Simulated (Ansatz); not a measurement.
# CuO (P1) in Ansatz: a series of runs

One crystal, CuO, is run at these levels: PBE+D3(BJ), PBEsol, PBE; tasks: relaxation of cell and atoms, single point.

All numbers are computed with Ansatz 0.2.0; they aren't measurements. Logs are shortened: lines on timing, memory, paths and dates and some standing lists are left out, and cuts for length are marked.

### 1 The crystal as given

The typed cell holds 4 atoms: a = 2.993 Å, b = 2.993 Å, c = 5.184 Å, α = 73.22°, β = 73.22°, γ = 60.00°.

The cell comes from a database or a generator and needn't be the stable form of this composition.

### 2 Relaxation of cell and atoms, PBE+D3(BJ)

input.yaml

```yaml
crystal:
  lattice:
    - [0.0, -2.11656, -2.11656]
    - [-2.11656, 0.0, -2.11656]
    - [2.11656, 2.11656, -4.23312]
  atoms:
    - { symbol: Cu, position: [0.50388754, 0.47698801, 0.4880064] }
    - { symbol: Cu, position: [0.00388754, 0.97698801, 0.9880064] }
    - { symbol: O, position: [0.74611246, 0.77301199, 0.7619936] }
    - { symbol: O, position: [0.24611246, 0.27301199, 0.2619936] }
hamiltonian:
  xc: pbe
  pseudopotentials: { kind: paw }
  dispersion: d3bj
kpoints:
  mp_grid: { grid: [10, 10, 6] }
scf:
  occupations: { method: fermi_dirac, width: 0.05 }
output:
  forces: true
  stress: true
  eigenvalues: true
  write_density: true
  write_potential: true
  elf: true
  volumetric_format: npy
relax:
  f_tol: 0.01
  max_steps: 40
  cell: { stress_tol: 0.05 }
```

Potentials or basis: Ansatz PAW.

Run with:

```sh
$ ansatz run input.yaml --threads 2 --pin off --max-ram 5632MiB --backend cpu --events-out ev --progress --plain --runs-dir out
```

The program printed:

```text
Warning: RAYON_NUM_THREADS=2 ignored (pool sized by the plan → 2); use --threads N
Engine: ansatz 0.2.0, aarch64-unknown-linux-gnu
Pseudopotentials: kind: paw
Pseudopotential: Cu, paw, valence charge 19, recommended cutoff 420 eV (normal), Cu.paw.azcp
Pseudopotential: O, paw, valence charge 6, recommended cutoff 420 eV (normal), O.paw.azcp
Functional definition: PBE
  parameter kappa = 0.804
  parameter beta = 0.06672455060314922
  exchange = pbe_x(kappa = kappa, mu = beta*pi^2/3)
  correlation = pbe_c(beta = beta)
Crystal: 4 atoms, lattice volume = 37.927 Å³
Basis set: ecut = 420 eV, 707 PW (Γ), exchange–correlation on 48×48×72 points (8 copies of the dense FFT grid, shifted against one another)
Bands: 30, of which v1, the nominal top of the filled ones, is band 25 counted from 1 (24 counted from 0)
Symmetry: 2 space group operations
Space group: P1 (ITA 1), of the structure as read, at distance tolerance 3.4e-5 Å
k-points: 304 of 600 (time reversal used)
Non-local potential: Cu, projectors of the file, l = 0: 3, l = 1: 2, l = 2: 3, l = 3: 1
Non-local potential: O, projectors of the file, l = 0: 2, l = 1: 2, l = 2: 1
PAW form: soft (Blöchl's): semilocal exchange-correlation on the pseudo side does not see the compensation charge
PAW one-centre angular grid: Cu, 590 points (default); XC on 64 Gauss nodes
PAW one-centre angular grid: O, 110 points (default); XC on 64 Gauss nodes
Initial density: superposition of atomic densities (neutral atoms: chi_scale 0, normalization atom), corrected by the library's trained network
Initial wavefunctions: pseudopotential atomic-orbital guess
Functional: x = pbe(κ = 0.804, μ = 0.2195149727645171), c = pbe(β = 0.06672455060314922)
SCF iter   1: F=—  HF=-14382.839558 eV  |F-HF|=—  |Δ(HF+E_count)|=         —  Δρ=1.76e-3  dr2=3.19e-4  ethr=1.77e-3  ⟨swp⟩=5.2  Hψ=30471  notcnv=0
preconditioner: auto → Kerker (q_TF=auto, 2.857 Å⁻¹)  [metal: Δε(μ)=0.002 eV  Ē_g=11.556 eV  σ=0.050 eV  W_gap=0.01  n_scr=16 (ndim 8)  ℏωp=35.2 eV  f_vac=0.000  D(μ)=3.12/eV (n_scr^D=36)]
SCF iter   2: F=—  HF=-14382.840195 eV  |F-HF|=—  |Δ(HF+E_count)|=   6.37e-4  Δρ=9.25e-4  dr2=9.30e-5  ethr=6.38e-7  ⟨swp⟩=3.2  Hψ=22808  notcnv=0
SCF iter   3: F=—  HF=-14382.840321 eV  |F-HF|=—  |Δ(HF+E_count)|=   1.26e-4  Δρ=2.29e-4  dr2=1.16e-5  ethr=1.86e-7  ⟨swp⟩=2.6  Hψ=13460  notcnv=0
SCF iter   4: F=—  HF=-14382.840322 eV  |F-HF|=—  |Δ(HF+E_count)|=   8.08e-7  Δρ=7.47e-5  dr2=1.72e-6  ethr=2.31e-8  ⟨swp⟩=2.0  Hψ=13458  notcnv=0
SCF iter   5: F=—  HF=-14382.840322 eV  |F-HF|=—  |Δ(HF+E_count)|=   1.18e-7  Δρ=3.33e-5  dr2=2.99e-7  ethr=3.45e-9  ⟨swp⟩=2.3  Hψ=14132  notcnv=0
SCF iter   6: F=-14382.840322 eV  HF=-14382.840322 eV  |F-HF|=1.05e-8  |Δ(HF+E_count)|=   7.02e-8  Δρ=8.64e-6  dr2=1.70e-8  ethr=2.00e-10  ⟨swp⟩=7.0  Hψ=55026  notcnv=0
SCF 1 converged in 6 iterations: F = -14382.840322 eV  dr2 = 1.70e-8
relax step   1: F+E_penalty+E_count = -14382.84032247 eV  Δ(F+E_penalty+E_count) = +0.000e0 eV  max|allowed force component| = 1.134e0 eV/Å  Δτ_max = 0.0000 Å  P = +0.425 GPa  Ω = 37.927 Å³  (6 SCF iters, dr2 threshold 1.00e-7 eV, accepted)
Crystal: 4 atoms, lattice volume = 37.646 Å³
Initial density: handed on by an earlier stage of this run
Initial wavefunctions: those handed on with the density
iter 1 solved again at ethr=2.06e-6 eV; its pass at ethr=3.10e-3 eV (dr2=1.03e-3 eV) is discarded
SCF iter   1: F=—  HF=-14382.918824 eV  |F-HF|=—  |Δ(HF+E_count)|=         —  Δρ=3.85e-3  dr2=1.04e-3  ethr=2.06e-6  ⟨swp⟩=2.1  Hψ=40559  notcnv=0
preconditioner: auto → Kerker (q_TF=auto, 2.860 Å⁻¹)  [metal: Δε(μ)=0.005 eV  Ē_g=11.620 eV  σ=0.050 eV  W_gap=0.02  n_scr=16 (ndim 8)  ℏωp=35.3 eV  f_vac=0.000  D(μ)=2.97/eV (n_scr^D=28)]
SCF iter   2: F=—  HF=-14382.918847 eV  |F-HF|=—  |Δ(HF+E_count)|=   2.32e-5  Δρ=2.01e-3  dr2=2.97e-4  ethr=2.06e-6  ⟨swp⟩=1.0  Hψ=9120  notcnv=0
SCF iter   3: F=—  HF=-14382.918895 eV  |F-HF|=—  |Δ(HF+E_count)|=   4.80e-5  Δρ=1.89e-4  dr2=1.03e-5  ethr=5.93e-7  ⟨swp⟩=1.9  Hψ=13649  notcnv=0
[... 65 lines left out ...]
iter 5 did not close the SCF: its close was put off for the readings that it lacked (scf_convergence_deferred on its scf_iter line)
SCF iter   5: F=-14383.080465 eV  HF=-14383.080465 eV  |F-HF|=1.42e-10  |Δ(HF+E_count)|=  8.73e-10  Δρ=1.09e-6  dr2=2.67e-10  ethr=6.43e-12  ⟨swp⟩=2.0  Hψ=13644  notcnv=0
SCF iter   6: F=-14383.080465 eV  HF=-14383.080465 eV  |F-HF|=2.36e-11  |Δ(HF+E_count)|=  4.00e-11  Δρ=3.37e-7  dr2=3.17e-11  ethr=1.00e-12  ⟨swp⟩=4.0  Hψ=44833  notcnv=0
SCF 7 converged in 6 iterations: F = -14383.080465 eV  dr2 = 3.17e-11
relax step   7: F+E_penalty+E_count = -14383.08046517 eV  Δ(F+E_penalty+E_count) = -1.014e-4 eV  max|allowed force component| = 3.615e-5 eV/Å  Δτ_max = 0.0000 Å  P = -0.001 GPa  Ω = 37.149 Å³  energy of the carried Pulay correction = +9.553e-5 eV  (6 SCF iters, accepted)
iter 1 solved again at ethr=7.04e-9 eV; its pass at ethr=3.10e-3 eV (dr2=3.52e-6 eV) is discarded
SCF iter   1: F=—  HF=-14383.080363 eV  |F-HF|=—  |Δ(HF+E_count)|=         —  Δρ=5.39e-6  dr2=1.56e-9  ethr=7.04e-9  ⟨swp⟩=3.0  Hψ=57302  notcnv=0
SCF iter   2: F=—  HF=-14383.080366 eV  |F-HF|=—  |Δ(HF+E_count)|=   2.41e-6  Δρ=3.03e-6  dr2=5.77e-10  ethr=3.12e-12  ⟨swp⟩=2.9  Hψ=18522  notcnv=0
SCF iter   3: F=—  HF=-14383.080366 eV  |F-HF|=—  |Δ(HF+E_count)|=  8.97e-10  Δρ=6.93e-7  dr2=4.04e-11  ethr=1.15e-12  ⟨swp⟩=2.0  Hψ=14301  notcnv=0
iter 4 did not close the SCF: its close was put off for the readings that it lacked (scf_convergence_deferred on its scf_iter line)
SCF iter   4: F=-14383.080366 eV  HF=-14383.080366 eV  |F-HF|=1.64e-11  |Δ(HF+E_count)|=  2.00e-11  Δρ=2.63e-7  dr2=1.86e-11  ethr=1.00e-12  ⟨swp⟩=2.4  Hψ=13202  notcnv=0
iter 5 did not close the SCF: its close was put off for the readings that it lacked (scf_convergence_deferred on its scf_iter line)
SCF iter   5: F=-14383.080366 eV  HF=-14383.080366 eV  |F-HF|=0.00e0  |Δ(HF+E_count)|=    0.00e0  Δρ=6.86e-8  dr2=1.21e-12  ethr=1.00e-12  ⟨swp⟩=1.0  Hψ=9120  notcnv=0
iter 6 did not close the SCF: its close was put off for the readings that it lacked (scf_convergence_deferred on its scf_iter line)
SCF iter   6: F=-14383.080366 eV  HF=-14383.080366 eV  |F-HF|=7.28e-12  |Δ(HF+E_count)|=  1.82e-12  Δρ=2.22e-8  dr2=1.02e-13  ethr=1.00e-12  ⟨swp⟩=1.0  Hψ=9120  notcnv=0
iter 7 did not close the SCF: its close was put off for the readings that it lacked (scf_convergence_deferred on its scf_iter line)
SCF iter   7: F=-14383.080366 eV  HF=-14383.080366 eV  |F-HF|=1.82e-12  |Δ(HF+E_count)|=  3.64e-12  Δρ=9.91e-9  dr2=2.05e-14  ethr=1.00e-12  ⟨swp⟩=1.0  Hψ=9120  notcnv=0
SCF iter   8: F=-14383.080366 eV  HF=-14383.080366 eV  |F-HF|=1.82e-12  |Δ(HF+E_count)|=  1.82e-12  Δρ=3.08e-9  dr2=2.63e-15  ethr=1.00e-12  ⟨swp⟩=2.1  Hψ=27086  notcnv=0
SCF 8 converged in 8 iterations: F = -14383.080366 eV  dr2 = 2.63e-15
relax step   8: F+E_penalty+E_count = -14383.08036561 eV  Δ(F+E_penalty+E_count) = +9.957e-5 eV  max|allowed force component| = 3.611e-5 eV/Å  Δτ_max = 0.0000 Å  P = -0.003 GPa  Ω = 37.149 Å³  stress off target by 5.59e-3 GPa  SCF on the basis re-selected at this cell (its energy is not comparable with the rows above)  (8 SCF iters)
basis re-selected at this cell: Δ(F+E_penalty+E_count) = +9.957e-5 eV, ΔP = -0.002 GPa vs the last step (what re-selecting the basis moved, of the pressure what is left beyond the Pulay correction that the steps carried, after the strain that the cell walked since its last selection, with what the two solves' SCF thresholds leave and, on support functions, any second-order correction that the steps lacked; it is no measure of the basis error at this ecutwfc). This SCF's stress stands 5.59e-3 GPa from its target on what of the cell is left free (relax.cell.stress_tol is 5.00e-2 GPa) and its largest allowed force component is 3.61e-5 eV/Å (relax.f_tol is 1.00e-2 eV/Å): within both
SCF converged after 8 iterations
Free energy (F): -14383.080366 eV
Harris-Foulkes:  -14383.080366 eV  (|F-HF|=1.82e-12)
Internal energy: -14383.056668 eV  (E = F + TS)
E sigma→0 (E₀):  -14383.068517 eV
Entropy (-TS):   -0.023698 eV (-5.924 meV/atom)
Fermi energy:    13.614578 eV
--- Per-component energies (eV) ---
  E_band       = -768.543193
  E_kinetic    = 942.652759
  E_local      = -9112.372591  (includes V_loc(G=0)·N_el)
  E_nonlocal   = 887.296499
  E_hartree    = 3955.960881
  E_xc         = -323.405204
  E_vxc        = -415.231009  (∫ρ·V_xc dr)
  E_paw        = -3646.293482  (= ΣΔE_a)
  E_vpaw       = -982.815455  (= ΣTr[D̂ρ^β])
  E_aug_tail   = 0.004846  (compensation charges beyond the density's cutoff)
  E_ewald      = -7085.667186
  E_disp       = -1.233190  (pairwise vdW)
  E_smearing   = -0.023698  (= −TS)
  E_closure    = 0.000000  (closes the sum)
  Σ components = -14383.080366   (vs F -14383.080366, Δ=0.00e0)
--- Forces (eV/Å), atoms counted from 1 ---
  atom   1  Cu     0.00003611    -0.00003181    -0.00002321
  atom   2  Cu     0.00003611    -0.00003181    -0.00002321
  atom   3  O     -0.00003611     0.00003181     0.00002321
  atom   4  O     -0.00003611     0.00003181     0.00002321
  max |Σ_I F_I| component: 1.07e-9 eV/Å
--- Stress (GPa, compression-positive) ---
       -0.002160       0.000405       0.000198
        0.000405      -0.005457      -0.000527
        0.000198      -0.000527      -0.002010
  P = ⅓ Tr σ = -0.0032 GPa (-0.032 kbar)
--- Band table (eV; the first three rows and the last of 304) ---
  k-point 0: bands = ["-98.5534", "-98.5521", "-55.9520", "-55.9384", "-55.9375", "-55.9342", "-55.9317", "-55.9312", "-6.1781", "-4.8250", "5.8877", "8.5188", "8.5239", "11.0952", "11.0959", "11.1042", "11.1283", "11.1364", "11.1381", "11.3716", "11.3750", "11.7494", "11.7501", "12.1904", "14.3766", "14.3836", "15.0914", "19.3492", "23.3607", "27.4336"]
  k-point 1: bands = ["-98.5533", "-98.5522", "-55.9509", "-55.9390", "-55.9373", "-55.9340", "-55.9320", "-55.9318", "-6.1008", "-4.9332", "6.1444", "8.6069", "8.6119", "10.3184", "10.4941", "10.4976", "11.1678", "11.1719", "11.4094", "11.7056", "11.7066", "12.0054", "12.0071", "12.1176", "14.2550", "14.2614", "15.6203", "19.2424", "23.5653", "27.7029"]
  k-point 2: bands = ["-98.5531", "-98.5524", "-55.9479", "-55.9409", "-55.9366", "-55.9338", "-55.9336", "-55.9323", "-5.8820", "-5.2126", "6.8611", "8.8657", "8.8706", "9.1349", "9.8370", "9.8413", "11.2770", "11.2806", "11.5633", "11.5875", "11.5892", "11.9401", "12.7304", "12.7307", "13.9082", "13.9129", "16.7305", "18.7810", "24.3173", "27.6209"]
  k-point 303: bands = ["-98.5519", "-98.5519", "-55.9514", "-55.9514", "-55.9397", "-55.9397", "-55.9364", "-55.9364", "-4.7749", "-4.7749", "6.9152", "6.9152", "8.3446", "8.3446", "8.9853", "8.9853", "11.2960", "11.2960", "11.8379", "11.8379", "12.0844", "12.0844", "13.0397", "13.0397", "13.1671", "13.1671", "20.9174", "20.9174", "23.2396", "23.2396"]
--- Relaxed structure (6 steps of the walk, 6 accepted, 2 SCFs on fresh bases) ---
  F+E_penalty+E_count = -14383.08036561 eV   max|allowed force component| = 3.611e-5 eV/Å   (the final SCF, on the basis selected at the relaxed cell)
  cell:  # Å, volume = 37.1487 Å³
    - [0.0002358597446094977, -2.1025700670467042, -2.099350283576341]
    - [-2.1024411907512515, 0.00021750786616411572, -2.0993319316978956]
    - [2.10434474647123, 2.1044185671313467, -4.200784926981934]
  atoms:
    - { symbol: Cu, position: [0.49999850184735145, 0.5000011361562648, 0.4999997389357528] }
    - { symbol: Cu, position: [-1.4981526487156671e-6, 1.0000011361562648, 0.9999997389357527] }
    - { symbol: O, position: [0.7500014981526483, 0.7499988638437349, 0.7500002610642471] }
    - { symbol: O, position: [0.2500014981526486, 0.24999886384373513, 0.2500002610642473] }
```

It took 2.5 min on 2 threads of Arm Neoverse V1, shared host; peak memory 0.55 GiB.

Results:

```
Free energy                            : -14383.0804 eV
Relaxed volume                         : 9.29 Å³/atom
Relaxed cell                           : a = 2.971 Å, b = 2.971 Å, c = 5.148 Å, α = 73.30°, β = 73.30°, γ = 60.06°
Space group after relaxing (to 0.05 Å) : Fm-3m (No. 225)
Energy gained by relaxing              : 60.0 meV/atom
Ionic steps                            : 8
Pressure after relaxing                : 0.0 GPa
Band gap on the k mesh                 : none (metal or under the smearing width)
```

Step by step:
| step | energy change (eV) | largest force (eV/Å) | volume (Å³) |
| --- | --- | --- | --- |
| 1 | 0.0000 | 1.1971 | 37.93 |
| 2 | -0.0786 | 0.9988 | 37.65 |
| 3 | -0.2424 | 0.0106 | 37.28 |
| 4 | -0.2438 | 0.0002 | 37.09 |
| 5 | -0.2436 | 0.0002 | 37.17 |
| 6 | -0.2400 | 0.0002 | 37.17 |
| 7 | -0.2401 | 0.0001 | 37.15 |
| 8 | -0.2400 | 0.0001 | 37.15 |

Final structure:
```
CELL_PARAMETERS angstrom
0.00024 -2.10257 -2.09935
-2.10244 0.00022 -2.09933
2.10434 2.10442 -4.20078
ATOMIC_POSITIONS crystal
Cu 0.50000 0.50000 0.50000
Cu 0.00000 0.00000 0.00000
O 0.75000 0.75000 0.75000
O 0.25000 0.25000 0.25000
```

Caveat: the plane-wave basis is chosen anew once the cell has moved, so the energies of steps on either side of that aren't comparable; the pressure holds a Pulay correction of +0.8 GPa for the finite cutoff; the run has no spin polarisation, though such a crystal can be magnetic; semilocal functionals often make such compounds metallic where correlation or magnetic order opens a gap, which also shifts bond lengths; pairwise dispersion overbinds metals, which lowers pressure and volume. With open d or f shells a metallic result of PBE can be an artefact of self-interaction; +U or a hybrid may open a gap.

### 3 Relaxation of cell and atoms, PBEsol

input.yaml, as its differences from that of step 2:

```diff
@@ -11,5 +11,4 @@
 hamiltonian:
-  xc: pbe
+  xc: pbesol
   pseudopotentials: { kind: paw }
-  dispersion: d3bj
 kpoints:
@@ -22,6 +21,2 @@
   eigenvalues: true
-  write_density: true
-  write_potential: true
-  elf: true
-  volumetric_format: npy
 relax:
```

Potentials or basis: Ansatz PAW.

Run with:

```sh
$ ansatz run input.yaml --threads 2 --pin off --max-ram 5632MiB --backend cpu --events-out ev --progress --plain --runs-dir out
```

Run time: 2.4 min. Hardware: 2 threads of Arm Neoverse V1, shared host; peak memory 0.54 GiB.

Results (log left out):

```
Free energy                            : -14295.9793 eV
Relaxed volume                         : 9.10 Å³/atom
Relaxed cell                           : a = 2.951 Å, b = 2.951 Å, c = 5.113 Å, α = 73.30°, β = 73.30°, γ = 60.06°
Space group after relaxing (to 0.05 Å) : Fm-3m (No. 225)
Energy gained by relaxing              : 63.0 meV/atom
Ionic steps                            : 8
Pressure after relaxing                : 0.0 GPa
Band gap on the k mesh                 : none (metal or under the smearing width)
```

Step by step:
```tsv
step	energy change (eV)	largest force (eV/Å)	volume (Å³)
1	0.0000	1.1113	37.93
2	-0.0898	0.9736	37.23
3	-0.2575	0.0061	36.36
4	-0.2583	0.0023	36.42
5	-0.2587	0.0001	36.43
6	-0.2519	0.0001	36.43
7	-0.2522	0.0000	36.39
8	-0.2519	0.0000	36.39
```

Final structure:
```
CELL_PARAMETERS angstrom
0.00027 -2.08817 -2.08497
-2.08792 0.00021 -2.08491
2.09003 2.09010 -4.17215
ATOMIC_POSITIONS crystal
Cu 0.50000 0.50000 0.50000
Cu 0.00000 0.00000 0.00000
O 0.75000 0.75000 0.75000
O 0.25000 0.25000 0.25000
```

Levels at points of the mesh, in eV from the Fermi level:
```tsv
k point	band 22	band 23	band 24	band 25	band 26	band 27	band 28	band 29
(0.00, 0.00, 0.00)	-1.90	-1.90	-1.44	0.79	0.80	1.50	5.61	9.86
(0.00, 0.00, -0.50)	-1.92	-0.24	-0.24	-0.24	-0.24	4.29	4.29	12.05
(0.00, -0.50, 0.00)	-1.55	-0.58	-0.58	-0.46	-0.46	7.32	7.32	9.61
(0.00, -0.50, -0.50)	-1.68	-1.48	-1.44	0.79	0.80	5.61	5.69	9.87
(-0.50, 0.00, 0.00)	-1.55	-0.58	-0.58	-0.46	-0.46	7.32	7.32	9.61
(-0.50, 0.00, -0.50)	-1.68	-1.48	-1.44	0.79	0.80	5.61	5.69	9.87
(-0.50, -0.50, 0.00)	-1.68	-1.48	-1.44	0.79	0.80	5.60	5.69	9.88
(-0.50, -0.50, -0.50)	-1.55	-0.58	-0.58	-0.46	-0.46	7.32	7.32	9.61
```

Caveat: the plane-wave basis is chosen anew once the cell has moved, so the energies of steps on either side of that aren't comparable; the pressure holds a Pulay correction of +0.9 GPa for the finite cutoff; the run has no spin polarisation, though such a crystal can be magnetic; semilocal functionals often make such compounds metallic where correlation or magnetic order opens a gap, which also shifts bond lengths; the PAW data sets come from PBE, with cores solved anew for the run's functional, which leaves a small shift of forces and pressure.

### 4 Single point, PBE

input.yaml, as its differences from that of step 3:

```diff
@@ -11,3 +11,3 @@
 hamiltonian:
-  xc: pbesol
+  xc: pbe
   pseudopotentials: { kind: paw }
@@ -17,2 +17,4 @@
   occupations: { method: fermi_dirac, width: 0.05 }
+basis:
+  ecutwfc: "250 eV"
 output:
@@ -21,5 +23,5 @@
   eigenvalues: true
-relax:
-  f_tol: 0.01
-  max_steps: 40
-  cell: { stress_tol: 0.05 }
+  write_density: true
+  write_potential: true
+  elf: true
+  volumetric_format: npy
```

Run with:

```sh
$ ansatz run input.yaml --threads 2 --pin off --max-ram 5632MiB --backend cpu --events-out ev --progress --plain --runs-dir out
```

It took 12 s on 2 threads of Arm Neoverse V1, shared host; peak memory 0.44 GiB.

Results (log left out):

* Free energy: -14373.2865 eV
* Pressure: 3.4 GPa
* Largest force: 1.077 eV/Å
* Band gap on the k mesh: none (metal or under the smearing width)

Forces on the atoms (eV/Å):
```
Cu  -0.146  0.206 -1.047
Cu  -0.146  0.206 -1.047
O    0.146 -0.206  1.047
O    0.146 -0.206  1.047
```

Stress tensor (GPa, compression positive):
```
-0.21  0.15 -0.47
 0.15  0.62  0.94
-0.47  0.94  9.74
```

Levels at points of the mesh, in eV from the Fermi level:
```csv
k point,band 23,band 24,band 25,band 26,band 27,band 28
"(0.00, 0.00, 0.00)",-1.48,-1.17,0.51,0.69,1.60,6.18
"(0.00, 0.00, -0.50)",-0.16,-0.16,-0.03,-0.03,4.41,4.41
"(0.00, -0.50, 0.00)",-0.69,-0.69,-0.36,-0.36,7.51,7.51
"(0.00, -0.50, -0.50)",-1.52,-1.51,0.66,0.76,6.00,6.14
"(-0.50, 0.00, 0.00)",-0.82,-0.82,-0.35,-0.35,7.49,7.49
"(-0.50, 0.00, -0.50)",-1.59,-1.54,0.49,0.55,5.99,6.22
"(-0.50, -0.50, 0.00)",-1.77,-1.57,0.49,0.65,5.94,6.20
"(-0.50, -0.50, -0.50)",-0.79,-0.79,-0.51,-0.51,7.48,7.48
```

Caveat: the pressure holds a Pulay correction of +199.5 GPa for the finite cutoff; the run has no spin polarisation, though such a crystal can be magnetic; semilocal functionals often make such compounds metallic where correlation or magnetic order opens a gap, which also shifts bond lengths; forces of over 1 eV/Å show positions far from the minimum, so gaps and moduli don't describe the material at rest; the cutoff lies under the one recommended for these potentials.

### 5 Overview

```csv
task,level,cell,cutoff (eV),gap on the mesh (eV),pressure (GPa),relaxed volume (Å³/atom)
relaxation of cell and atoms,PBE+D3(BJ),relaxed,420,none,0.0,9.29
relaxation of cell and atoms,PBEsol,relaxed,420,none,0.0,9.10
single point,PBE,as given,250,none,3.4,-
```

Alike in all rows: potentials or basis Ansatz PAW; no spin polarisation; k mesh 10 × 10 × 6; smearing fermi-dirac 0.05 eV.

Caveats: the run has no spin polarisation, though such a crystal can be magnetic; semilocal functionals often make such compounds metallic where correlation or magnetic order opens a gap, which also shifts bond lengths; the plane-wave basis is chosen anew once the cell has moved, so the energies of steps on either side of that aren't comparable (some runs); pairwise dispersion overbinds metals, which lowers pressure and volume (some runs); the PAW data sets come from PBE, with cores solved anew for the run's functional, which leaves a small shift of forces and pressure (some runs); the pressure holds a Pulay correction of +199.5 GPa for the finite cutoff (some runs); forces of over 1 eV/Å show positions far from the minimum, so gaps and moduli don't describe the material at rest (some runs).

Absolute energies hang on the potentials; compare differences alone.
